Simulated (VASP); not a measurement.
# Ta (Fm-3m) in VASP: a series of runs, part 2 of 2

VASP 6.6.1. The steps go on from the part before.

### Step 5. Relaxation of cell and atoms, LDA

This run uses another cell than the first one, of 17.25 Å³/atom, 0.972 times its volume.

INCAR

```
  ALGO = Normal
  EDIFF = 1E-6
  EDIFFG = -0.005
  ENCUT = 600
  IBRION = 2
  ISIF = 3
  ISMEAR = -1
  LASPH = T
  LCHARG = F
  LREAL = F
  LWAVE = F
  NELM = 100
  NSW = 60
  PREC = Accurate
  SIGMA = 0.05
```

KPOINTS

```
k-points
0
Gamma
  17 17 17
```

POSCAR

```
Ta
1.0
    0.0000000000      2.0507433354      2.0507433354
    2.0507433354      0.0000000000      2.0507433354
    2.0507433354      2.0507433354      0.0000000000
Ta
1
Direct
    0.0000000000      0.0000000000      0.0000000000
```

Potentials or basis: VASP PAW LDA potentials, release 64 (Ta_pv).

Started as:

```
> cat potpaw_LDA.64/Ta_pv/POTCAR > POTCAR
> mpirun -np 1 vasp_std > vasp.out
```

OUTCAR:

```text
EDIFF = 1E-6
   EDIFFG = -0.005
   ENCUT = 600
   IBRION = 2
   ISIF = 3
   ISMEAR = -1
   LASPH = T
   LREAL = F
   NELM = 100
   NSW = 60
   PREC = Accurate

 ion  position               nearest neighbor table
   1  0.000  0.000  0.000-

  LATTYP: Found a face centered cubic cell.
 ALAT       =     4.1014866708

  Lattice vectors:

 A1 = (   0.0000000000,   2.0507433354,   2.0507433354)
 A2 = (   2.0507433354,   0.0000000000,   2.0507433354)
 A3 = (   2.0507433354,   2.0507433354,   0.0000000000)

Analysis of symmetry for initial positions (statically):
=====================================================================
 Subroutine PRICEL returns:
 Original cell was already a primitive cell.

 Routine SETGRP: Setting up the symmetry group for a
 face centered cubic supercell.

 Subroutine GETGRP returns: Found 48 space group operations
 (whereof 48 operations were pure point group operations)
 out of a pool of 48 trial point group operations.

The static configuration has the point symmetry O_h .

Analysis of symmetry for dynamics (positions and initial velocities):
=====================================================================
 Subroutine PRICEL returns:
 Original cell was already a primitive cell.

 Routine SETGRP: Setting up the symmetry group for a
 face centered cubic supercell.

 Subroutine GETGRP returns: Found 48 space group operations
 (whereof 48 operations were pure point group operations)
 out of a pool of 48 trial point group operations.

The dynamic configuration has the point symmetry O_h .

 Subroutine INISYM returns: Found 48 space group operations
 (whereof 48 operations are pure point group operations),
 and found     1 'primitive' translations

----------------------------------------------------------------------------------------

                                     Primitive cell

  volume of cell :      17.2490

  direct lattice vectors                    reciprocal lattice vectors
     0.000000000  2.050743335  2.050743335    -0.243814031  0.243814031  0.243814031
     2.050743335  0.000000000  2.050743335     0.243814031 -0.243814031  0.243814031
     2.050743335  2.050743335  0.000000000     0.243814031  0.243814031 -0.243814031

  length of vectors
     2.900189038  2.900189038  2.900189038     0.422298290  0.422298290  0.422298290

  position of ions in fractional coordinates (direct lattice)
     0.000000000  0.000000000  0.000000000

  ion indices of the primitive-cell ions
   primitive index   ion index
                 1           1

----------------------------------------------------------------------------------------

 KPOINTS: k-points

Automatic generation of k-mesh.
 Grid dimensions read from file:
 generate k-points for:   17   17   17

 Generating k-lattice:

  Cartesian coordinates                     Fractional coordinates (reciprocal lattice)
    -0.014342002  0.014342002  0.014342002     0.058823529  0.000000000  0.000000000
     0.014342002 -0.014342002  0.014342002     0.000000000  0.058823529  0.000000000
[... 44 lines left out ...]
   dimension x,y,z NGXF=    48 NGYF=   48 NGZF=   48
   ions per type =               1
   NGX,Y,Z   is equivalent  to a cutoff of  13.76, 13.76, 13.76 a.u.
   NGXF,Y,Z  is equivalent  to a cutoff of  27.51, 27.51, 27.51 a.u.
 SYSTEM =  unknown system
   PREC   = accura    normal or accurate (medium, high low for compatibility)
   ISTART =      0    job   : 0-new  1-cont  2-samecut
   ICHARG =      2    charge: 1-file 2-atom 10-const
   ISPIN  =      1    spin polarized calculation?
   LNONCOLLINEAR =      F non collinear calculations
   LSORBIT =      F    spin-orbit coupling
   LASPH  =      T    aspherical Exc in radial PAW
   ENCUT  =  600.0 eV  44.10 Ry    6.64 a.u.   5.79  5.79  5.79*2*pi/ulx,y,z
   NELM   =    100;   NELMIN=  2; NELMDL= -5     # of ELM steps
   EDIFF  = 0.1E-05   stopping-criterion for ELM
   LREAL  =      F    real-space projection
   EDIFFG = -.5E-02   stopping-criterion for IOM
   NSW    =     60    number of steps for IOM
   IBRION =      2    ionic relax: 0-MD 1-quasi-New 2-CG
   NFREE  =      1    steps in history (QN), initial steepest desc. (CG)
   ISIF   =      3    stress and relaxation
   ISYM   =      2    0-nonsym 1-usesym 2-fastsym
   POTIM  = 0.5000    time-step for ionic-motion
   TEBEG  =    0.0;   TEEND  =   0.0 temperature during run
   PSTRESS=    0.0 pullay stress
   NELECT =      11.0000    total number of electrons
   NUPDOWN=      -1.0000    fix difference up-down
   EMIN   =  10.00;   EMAX   =-10.00  energy-range for DOS
   EFERMI =   0.00;   METHOD = LEGACY
   ISMEAR =    -1;   SIGMA  =   0.05  broadening in eV -4-tet -1-fermi 0-gaus
   EFERMI_NEDOS =   21; number of points for ismear=-14 and -15
   IALGO  =     38    algorithm
   IMIX   =      4    mixing-type and parameters
     AMIX     =   0.40;   BMIX     =  1.00
     AMIX_MAG =   1.60;   BMIX_MAG =  1.00
  volume/ion in A,a.u.               =      17.25       116.40
  Fermi-wavevector in a.u.,A,eV,Ry     =   1.409130  2.662870 27.016375  1.985648
  Thomas-Fermi vector in A             =   2.531217
   LORBIT       =      0    0 simple, 1 ext, 2 COOP (PROOUT), +10 PAW based schemes
   GGA     = CA    functional components
   LHFCALC =     F    Hartree Fock is set to
   AEXX    =    0.0000 exact exchange contribution
   IVDW    =     0    specifies the selected vdW correction
   LEPSILON=     F    determine dielectric tensor
   LRPA    =     F    only Hartree local field effects (RPA)
 conjugate gradient relaxation of ions
 non-spin polarized calculation
  energy-cutoff  :      600.00
  volume of cell :       17.25
 maximum number of plane-waves:       589
   NGX = 11   NGY = 11   NGZ = 11

--------------------------------------- Ionic step        1  -------------------------------------------

 number of electron      10.9999999 magnetization

 Free energy of the ion-electron system (eV)
  ---------------------------------------------------
  ext. energy  EPLUGINS =         0.00000000
  ---------------------------------------------------
  free energy    TOTEN  =       -12.53057917 eV

  energy without entropy =      -12.52101779  energy(sigma->0) =      -12.52579848

------------------------ aborting loop because EDIFF is reached ----------------------------------------

  FORCE on cell =-STRESS in cart. coord.  units (eV):
  Direction    XX          YY          ZZ          XY          YZ          ZX
  --------------------------------------------------------------------------------------
  -------------------------------------------------------------------------------------
  Total        0.7955339      0.7955339      0.7955339     -0.0000000      0.0000000      0.0000000
  in kB       73.8933533     73.8933533     73.8933533     -0.0000000      0.0000000      0.0000000
  external PRESSURE =      73.8933533 kB  Pullay stress =       0.0000000 kB
[... 92 lines left out ...]
--------------------------------------- Ionic step        4  -------------------------------------------

 number of electron      11.0000000 magnetization

 Free energy of the ion-electron system (eV)
  ---------------------------------------------------
  ext. energy  EPLUGINS =         0.00000000
  ---------------------------------------------------
  free energy    TOTEN  =       -12.54334912 eV

  energy without entropy =      -12.53385604  energy(sigma->0) =      -12.53860258

 E-fermi :   5.8805     XC(G=0): -12.8523

 val. band max:        5.8778821662   @ k =  -0.2941   0.1176   0.0000
 cond. band min:       5.8890548455   @ k =   0.4118   0.1176   0.0588
 fundamental gap:      0.0111726794
 Fermi energy:         5.8805018316

 k-point     1 :       0.0000    0.0000    0.0000
  band No.  band energies     occupation
      1     -27.3854      2.00000
      2     -27.3854      2.00000
      3     -27.3854      2.00000
      4      -2.3962      2.00000
      5       6.2438      0.00140
      6       6.2438      0.00140
      7       6.2438      0.00140
      8       9.4211      0.00000
      9       9.4211      0.00000
[... 265 lines left out ...]
 k-point    24 :      -0.1176    0.0588    0.0000
  band No.  band energies     occupation
      1     -27.6354      2.00000
      2     -27.4485      2.00000
      3     -27.4056      2.00000
      4      -1.4959      2.00000
      5       5.5547      1.99705
      6       6.6302      0.00000
      7       6.6355      0.00000
      8       8.7762      0.00000
      9       9.4455      0.00000

 [... further k-points ...]

------------------------ aborting loop because EDIFF is reached ----------------------------------------

  FORCE on cell =-STRESS in cart. coord.  units (eV):
  Direction    XX          YY          ZZ          XY          YZ          ZX
  --------------------------------------------------------------------------------------
  -------------------------------------------------------------------------------------
  Total       -0.0042015     -0.0042015     -0.0042015      0.0000000     -0.0000000      0.0000000
  in kB       -0.3777015     -0.3777015     -0.3777015      0.0000000     -0.0000000      0.0000000
  external PRESSURE =      -0.3777015 kB  Pullay stress =       0.0000000 kB
[... 16 lines left out ...]
  FREE ENERGIE OF THE ION-ELECTRON SYSTEM (eV)
  ---------------------------------------------------
  free  energy   TOTEN  =       -12.5433491215 eV

  energy  without entropy=      -12.5338560438  energy(sigma->0) =      -12.53860258

 reached required accuracy - stopping structural energy minimisation
```

CONTCAR:

```text
Ta
   1.00000000000000
     0.0000000000000000    2.0732139817719282    2.0732139817719282
     2.0732139817719282    0.0000000000000000    2.0732139817719282
     2.0732139817719282    2.0732139817719282   -0.0000000000000000
  Ta
     1
Direct
     0.0000000000000000    0.0000000000000000    0.0000000000000000

  0.00000000E+00  0.00000000E+00  0.00000000E+00
```

Run time: 28 s. Hardware: 1 thread of Intel Xeon 6975P-C (Granite Rapids), shared host; peak memory 0.16 GiB.

What came out:

* Free energy: -12.5433 eV
* Relaxed volume: 17.82 Å³/atom
* Relaxed cell: a = 2.932 Å, b = 2.932 Å, c = 2.932 Å, α = 60.00°, β = 60.00°, γ = 60.00°
* Space group after relaxing (to 0.05 Å): Fm-3m (No. 225)
* Energy gained by relaxing: 12.8 meV/atom
* Ionic steps: 4
* Pressure after relaxing: 0.0 GPa
* Band gap on the k mesh: none (metal or under the smearing width)

The path:
| step | energy change (eV) | largest force (eV/Å) | pressure (GPa) | volume (Å³) |
| --- | --- | --- | --- | --- |
| 1 | 0.0000 | 0.0000 | 7.39 | 17.25 |
| 2 | 0.0603 | 0.0000 | -14.71 | 19.31 |
| 3 | -0.0128 | 0.0000 | -0.19 | 17.84 |
| 4 | -0.0128 | 0.0000 | -0.04 | 17.82 |

Final structure:
```cif
data_structure
_symmetry_space_group_name_H-M 'P 1'
_symmetry_Int_Tables_number 1
_cell_length_a 2.9320
_cell_length_b 2.9320
_cell_length_c 2.9320
_cell_angle_alpha 60.000
_cell_angle_beta 60.000
_cell_angle_gamma 60.000
_cell_volume 17.82
loop_
_atom_site_label
_atom_site_type_symbol
_atom_site_fract_x
_atom_site_fract_y
_atom_site_fract_z
_atom_site_occupancy
Ta1 Ta 0.00000 0.00000 0.00000 1
```

### Step 6. The runs side by side

| task | cell | cutoff (eV) | gap on the mesh (eV) | pressure (GPa) |
| --- | --- | --- | --- | --- |
| single point | Fm-3m, 17.75 Å³/atom | 520 | none | 0.9 |
| relaxation of cell and atoms | relaxed | 600 | none | 0.0 |
| single point | Fm-3m, 17.76 Å³/atom | 520 | none | 0.8 |

Alike in all rows: level LDA; potentials or basis VASP PAW LDA potentials, release 64 (Ta_pv); no spin polarisation; k mesh 17 × 17 × 17; smearing fermi-dirac 0.05 eV.

Total energies depend on the potentials used, so only differences within one code and one set of settings carry meaning.
